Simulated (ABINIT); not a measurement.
Input of an ABINIT 10.8.3 (patched build) run:

The input run.abi:

```
# Pseudopotentials
pp_dirpath "./"
pseudos "Si.upf"

# Structure
acell 3*1.0
rprim
     4.9521082180     0.0000000000     0.0000000000
    -2.4760541091     4.2886515191     0.0000000000
     0.0000000000     0.0000000000     4.6607343234
ntypat 1
znucl 14
natom 1
typat 1
xred
     0.0000000000     0.0000000000     0.0000000000

# Plane-wave basis
ecut 14.0

# k points
kptopt 1
ngkpt 9 9 8
nshiftk 1
shiftk 0.0 0.0 0.0

# Exchange and correlation
ixc 7

# Bands and occupations
nband 6
occopt 3
tsmear 0.05 eV

# SCF cycle
nstep 100
tolvrs 1.0e-10

# Output
iomode 3
prtwf 0
prtden 0
prteig 0
prtebands 0
enunit 2
```

Potentials or basis: PseudoDojo NC SR LDA v0.4.1 standard.

Command:

```sh
$ abinit run.abi > log 2>&1
```

(1) Predict the band gap on the k mesh.

(2) What does it give for the pressure?

## Answers

(1) none (metal or under the smearing width).

(2) -2.0 GPa.
